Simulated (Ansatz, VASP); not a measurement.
# In5GaAs6: VASP beside Ansatz

Aim: how closely do two programs agree when they are given the same cell, functional and k mesh? The cell is taken from a series of runs on this material, whose earlier steps may have relaxed, scaled, displaced or heated it; both programs get it as it stands.

Program: Ansatz 0.2.0. Level of theory: plane waves, with VASP 6.6.1 beside it; single point at HSE06. Results are calculated unless marked as measured.

## (1) Set-up

The cell holds 12 atoms: 5 In, 6 As and 1 Ga. Cell: a = 4.255 Å, b = 4.255 Å, c = 18.058 Å, α = 90.0°, β = 90.0°, γ = 90.0°. It derives from InAs. The structure's axis is c.

As a file:

```xyz
12
Lattice="4.2554 0.0000 0.0000 0.0000 4.2555 0.0000 0.0000 0.0000 18.0581" Properties=species:S:1:pos:R:3 pbc="T T T"
In    0.0000    0.0000    0.6916
In    2.1277    2.1277    3.7703
In    0.0000    0.0000    6.8505
In    2.1277    2.1277    9.9305
In    0.0000    0.0000   13.0090
As    2.1277    0.0000    2.2308
As    0.0000    2.1277    5.3103
As    2.1277    0.0000    8.3905
As    0.0000    2.1277   11.4701
As    2.1277    0.0000   14.5575
As    0.0000    2.1277   17.2008
Ga    2.1277    2.1277   15.8791
```

## (2) VASP: single point, HSE06

A single point gives forces, pressure and levels at one fixed geometry, so differences don't come from the geometry; what else differs is listed under the comparison.

Lines of VASP's logs that name or quote its potential files are left out, and so is its time.

The run reads the wave functions of an earlier VASP run, which isn't shown here.

INCAR

```
SYSTEM = In5GaAs6
PREC = Accurate
ENCUT = 400
EDIFF = 1E-06
NELM = 100
ISMEAR = -1
SIGMA = 0.03
LREAL = .FALSE.
ALGO = Normal
LHFCALC = .TRUE.
AEXX = 0.25
GGA = PE
HFSCREEN = 0.208
LASPH = .TRUE.
NBANDS = 66
PRECFOCK = Fast
LORBIT = 11
LWAVE = .FALSE.
LCHARG = .FALSE.
KPAR = 4
NCORE = 4
ISIF = 2
```

POSCAR

```
In5GaAs6
1.0
    4.2553734107      0.0000000000      0.0000000000
    0.0000000000      4.2554687412      0.0000000000
    0.0000000000      0.0000000000     18.0581238460
In As Ga
5 6 1
Direct
    0.0000000000      0.0000000000      0.0382980268
    0.5000000000      0.5000000000      0.2087855441
    0.0000000000      0.0000000000      0.3793560868
    0.5000000000      0.5000000000      0.5499214151
    0.0000000000      0.0000000000      0.7203956189
    0.5000000000      0.0000000000      0.1235340878
    0.0000000000      0.5000000000      0.2940665114
    0.5000000000      0.0000000000      0.4646389166
    0.0000000000      0.5000000000      0.6351769136
    0.5000000000      0.0000000000      0.8061460695
    0.0000000000      0.5000000000      0.9525227407
    0.5000000000      0.5000000000      0.8793337973
```

KPOINTS

```
Automatic mesh
0
Gamma
4 4 2
0 0 0
```

PAW data sets: In_d, As and Ga_d (PBE family, release 64).

The run is started by

```bash
mpirun -np 16 vasp_std
```

Numbers of over 12 decimals in the logs are rounded to 6 here.

Log:

```text
[banner, memory and clock lines left out]
running   16 mpi-ranks, on    1 nodes
 distrk:  each k-point on    4 cores,    4 groups
 distr:  one band on    4 cores,    1 groups

 POSCAR found type information on POSCAR InAsGa
 POSCAR found :  3 types and      12 ions
 LDA part: xc-table for (Slater+PW92), standard interpolation
 found WAVECAR, reading the header
 POSCAR, INCAR and KPOINTS ok, starting setup
 FFT: planning ... GRIDC
 FFT: planning ... GRID_SOFT
 FFT: planning ... GRID
 reading WAVECAR
 the WAVECAR file was read successfully
 initial charge from wavefunction
 entering main loop
       N       E                     dE             d eps       ncg     rms          rms(c)
DAV:   1    -0.555790494637E+02   -0.55579E+02   -0.37874E+00  3332   0.141E+01    0.885E+00
DAV:   2    -0.556363906984E+02   -0.57341E-01   -0.36810E-01  2782   0.322E+00    0.723E+00
DAV:   3    -0.556316857750E+02    0.47049E-02   -0.33126E-02  3414   0.107E+00    0.581E+00
DAV:   4    -0.556288880099E+02    0.27978E-02   -0.28331E-03  3124   0.335E-01    0.364E+00
DAV:   5    -0.556280726478E+02    0.81536E-03   -0.82705E-04  2976   0.142E-01    0.223E+00
DAV:   6    -0.556278413508E+02    0.23130E-03   -0.19733E-04  2954   0.760E-02    0.137E+00
DAV:   7    -0.556277640543E+02    0.77296E-04   -0.39545E-05  2818   0.371E-02    0.826E-01
DAV:   8    -0.556277400540E+02    0.24000E-04   -0.12900E-05  2550   0.188E-02    0.497E-01
DAV:   9    -0.556277341859E+02    0.58681E-05   -0.49295E-06  2308   0.104E-02    0.299E-01
DAV:  10    -0.556277339831E+02    0.20283E-06   -0.18191E-06  2038   0.635E-03
   1 F= -.55627734E+02 E0= -.55627726E+02  d E =-.149966E-04
```

OUTCAR, selected parts (step 2):

```text
ion  position               nearest neighbor table
   1  0.000  0.000  0.038-   6 2.63   6 2.63  11 2.63  11 2.63
   2  0.500  0.500  0.209-   6 2.63   6 2.63   7 2.63   7 2.63
   3  0.000  0.000  0.379-   8 2.63   8 2.63   7 2.63   7 2.63
   4  0.500  0.500  0.550-   9 2.63   9 2.63   8 2.63   8 2.63
   5  0.000  0.000  0.720-   9 2.63   9 2.63  10 2.63  10 2.63
   6  0.500  0.000  0.124-   1 2.63   1 2.63   2 2.63   2 2.63
   7  0.000  0.500  0.294-   2 2.63   2 2.63   3 2.63   3 2.63
   8  0.500  0.000  0.465-   3 2.63   3 2.63   4 2.63   4 2.63
   9  0.000  0.500  0.635-   5 2.63   5 2.63   4 2.63   4 2.63
  10  0.500  0.000  0.806-  12 2.50  12 2.50   5 2.63   5 2.63
  11  0.000  0.500  0.953-  12 2.50  12 2.50   1 2.63   1 2.63
  12  0.500  0.500  0.879-  11 2.50  11 2.50  10 2.50  10 2.50

  LATTYP: Found a simple orthorhombic cell.
 ALAT       =     4.2553734107
 B/A-ratio  =     1.0000224024
 C/A-ratio  =     4.2436049914

 Subroutine GETGRP returns: Found  4 space group operations
 (whereof  4 operations were pure point group operations)

The static configuration has the point symmetry C_2v.

 Found     18 irreducible k-points:

   k-points           NKPTS =     18   k-points in BZ     NKDIM =     32   number of bands    NBANDS=     66

   dimension x,y,z NGX =    28 NGY =   28 NGZ =  120
   dimension x,y,z NGXF=    56 NGYF=   56 NGZF=  240

   ENCUT  =  400.0 eV  29.40 Ry    5.42 a.u.   6.94  6.94 29.45*2*pi/ulx,y,z

   NELECT =     108.0000    total number of electrons

 k-points in reciprocal lattice and weights: Automatic mesh
   0.00000000  0.00000000  0.00000000       0.031
   0.25000000  0.00000000  0.00000000       0.062
   0.50000000  0.00000000  0.00000000       0.031
   0.00000000  0.25000000  0.00000000       0.062
   0.25000000  0.25000000  0.00000000       0.125
   0.50000000  0.25000000  0.00000000       0.062
   0.00000000  0.50000000  0.00000000       0.031
   0.25000000  0.50000000  0.00000000       0.062
   0.50000000  0.50000000  0.00000000       0.031
[...]
0.25000000  0.50000000  0.50000000       0.062
   0.50000000  0.50000000  0.50000000       0.031

  exchange ACFDT corr.  =         0.00000000  see jH, gK, PRB 81, 115126

 average (electrostatic) potential at core
       1 -90.6157       2 -90.6289       3 -90.6289       4 -90.6289       5 -90.6158
       6 -46.0852       7 -46.0825       8 -46.0826       9 -46.0853      10 -46.1922
      11 -46.1921      12 -59.1749

 E-fermi :   4.1290

 k-point     1 :       0.0000    0.0000    0.0000
  band No.  band energies     occupation
    ...
     50       3.0537      2.00000
     51       3.0539      2.00000
     52       3.8396      1.99987
     53       3.8709      1.99963
     54       3.8709      1.99963
     55       4.3614      0.00086
     56       5.9215      0.00000
     57       6.0001      0.00000
     58       6.3001      0.00000
     59       6.5749      0.00000
    ...

 k-point     2 :       0.2500    0.0000    0.0000
  band No.  band energies     occupation
    ...
     50       2.9606      2.00000
     51       3.1062      2.00000
     52       3.1120      2.00000
     53       3.1638      2.00000
     54       3.6144      2.00000
     55       5.7246      0.00000
     56       5.9724      0.00000
     57       6.2903      0.00000
     58       6.6480      0.00000
     59       6.8782      0.00000
    ...

 k-point     3 :       0.5000    0.0000    0.0000
  band No.  band energies     occupation
    ...
     50       2.7958      2.00000
     51       2.8540      2.00000
     52       2.8674      2.00000
     53       2.8777      2.00000
     54       2.8807      2.00000
     55       5.6382      0.00000
     56       6.0615      0.00000
     57       6.0964      0.00000
     58       6.1434      0.00000
     59       7.0793      0.00000
    ...

  Total        1.2627015      1.2555691      0.2055081      0.0000000      0.0000000      0.0000000
  in kB        6.1866218      6.1516765      1.0068894      0.0000000      0.0000000      0.0000000
  external PRESSURE =       4.4483959 kB  Pullay stress =       0.0000000 kB

  energy-cutoff  :      400.00
  volume of cell :      327.01
      direct lattice vectors                 reciprocal lattice vectors
     4.255373411  0.000000000  0.000000000     0.234997003  0.000000000  0.000000000
     0.000000000  4.255468741  0.000000000     0.000000000  0.234991739  0.000000000
     0.000000000  0.000000000 18.058123846     0.000000000  0.000000000  0.055376738

 POSITION                                       TOTAL-FORCE (eV/Angst)
 -----------------------------------------------------------------------------------
      0.00000      0.00000      0.69159         0.000000      0.000000      0.001528
      2.12769      2.12773      3.77028         0.000000      0.000000      0.001395
      0.00000      0.00000      6.85046         0.000000      0.000000     -0.001085
      2.12769      2.12773      9.93055         0.000000      0.000000     -0.001940
      0.00000      0.00000     13.00899         0.000000      0.000000     -0.002808
      2.12769      0.00000      2.23079         0.000000      0.000000     -0.003303
      0.00000      2.12773      5.31029         0.000000      0.000000     -0.000531
      2.12769      0.00000      8.39051         0.000000      0.000000      0.001857
      0.00000      2.12773     11.47010         0.000000      0.000000      0.001560
      2.12769      0.00000     14.55749         0.000000      0.000000     -0.025554
      0.00000      2.12773     17.20077         0.000000      0.000000      0.028427
      2.12769      2.12773     15.87912         0.000000      0.000000      0.000455
 -----------------------------------------------------------------------------------
    total drift:                                0.000014     -0.000010     -0.001561

  FREE ENERGIE OF THE ION-ELECTRON SYSTEM (eV)
  ---------------------------------------------------
  free  energy   TOTEN  =       -55.6277339831 eV

  energy  without entropy=      -55.6277189865  energy(sigma->0) =      -55.62772648

 total charge
# of ion       s       p       d       tot
------------------------------------------
    1        0.856   0.746   9.902  11.503
    2        0.854   0.742   9.904  11.500
    3        0.854   0.742   9.904  11.499
    4        0.854   0.742   9.904  11.500
    5        0.856   0.746   9.902  11.504
    6        1.225   1.618   0.022   2.865
    7        1.225   1.618   0.022   2.865
    8        1.225   1.618   0.022   2.865
    9        1.225   1.618   0.022   2.865
   10        1.225   1.606   0.024   2.855
   11        1.225   1.605   0.024   2.855
   12        0.836   0.719  10.001  11.556
--------------------------------------------------
tot         12.459  14.120  59.651  86.230

[... 3 further parts left out ...]
```

The run ends at a pressure of 0.44 GPa, with forces up to 0.028 eV/Å.

(Part 1 of 2 ends here.)

[Lines on the potential files, build, host, timing and source positions are cut from VASP's logs without a mark.]

[Logs are printed without paths, hosts, clocks, repeated set-up lines and the standing remarks that a program may print on its own settings, such as how far it seeks lower states.]

[Hosts, paths, dates, database ids (printed as entryN), source tags and the programs' standing remarks are cut or masked in the printed files.]
